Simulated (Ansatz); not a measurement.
Density of states of Co (P6_3/mmc, a = 2.492 Å, b = 2.492 Å, c = 4.034 Å, α = 90.00°, β = 90.00°, γ = 120.00°), in states per eV and primitive cell, averaged over bins of 0.5 eV. Method: DFT PBE, scalar-relativistic, plane waves, PAW in Ansatz 0.2.0.

Plane waves to 420 eV, a k mesh through Γ of 18×18×10 on the computed 2-atom cell and Gaussian smearing (0.10 eV); collinear spin from starting moments 1.84 1.84 μB.

The cell is relaxed at this level. The states (both spins) are summed by tetrahedra on a 27×27×15 mesh at the self-consistent density. Energies are bin centres; the table starts no lower than −8 eV and ends at 6 eV, or lower where the solved bands end.

It is a metal at this level.

```
E − E_F (eV) total Co 3d down Co 3d up Co 4s up Co 4s down
       -7.80   0.16        0.00      0.00      0.08        0.07
       -7.30   0.20        0.00      0.00      0.09        0.09
       -6.80   0.25        0.01      0.01      0.12        0.11
       -6.30   0.31        0.01      0.02      0.14        0.13
       -5.80   0.41        0.02      0.06      0.17        0.15
       -5.30   0.77        0.04      0.31      0.24        0.17
       -4.80   1.49        0.09      0.93      0.25        0.20
       -4.30   2.24        0.31      1.51      0.14        0.25
       -3.80   2.58        0.57      1.65      0.06        0.22
       -3.30   2.93        1.02      1.62      0.06        0.15
       -2.80   3.81        1.17      2.41      0.06        0.05
       -2.30   4.91        1.69      2.88      0.08        0.07
       -1.80   2.96        0.90      1.88      0.05        0.03
       -1.30   4.06        2.06      1.82      0.03        0.05
       -0.80   6.41        2.55      3.62      0.04        0.07
       -0.30   2.16        1.64      0.33      0.07        0.04
        0.20   1.73        1.38      0.18      0.10        0.02
        0.70   2.18        1.84      0.14      0.11        0.02
        1.20   3.45        3.09      0.11      0.12        0.05
        1.70   0.72        0.36      0.08      0.10        0.08
        2.20   0.64        0.25      0.06      0.09        0.09
        2.70   0.57        0.18      0.05      0.08        0.09
        3.20   0.52        0.12      0.04      0.08        0.09
        3.70   0.49        0.09      0.04      0.08        0.08
        4.20   0.46        0.07      0.03      0.06        0.07
        4.70   0.43        0.06      0.02      0.05        0.07
        5.20   0.38        0.05      0.01      0.04        0.05
        5.70   0.28        0.03      0.01      0.02        0.04
```

The columns after the total are the Löwdin projections on the occupied valence shells of the potentials. The rest of the total lies in shells that are empty in the free atom, which aren't projected, and between the atoms.

Only this magnetic start was tried.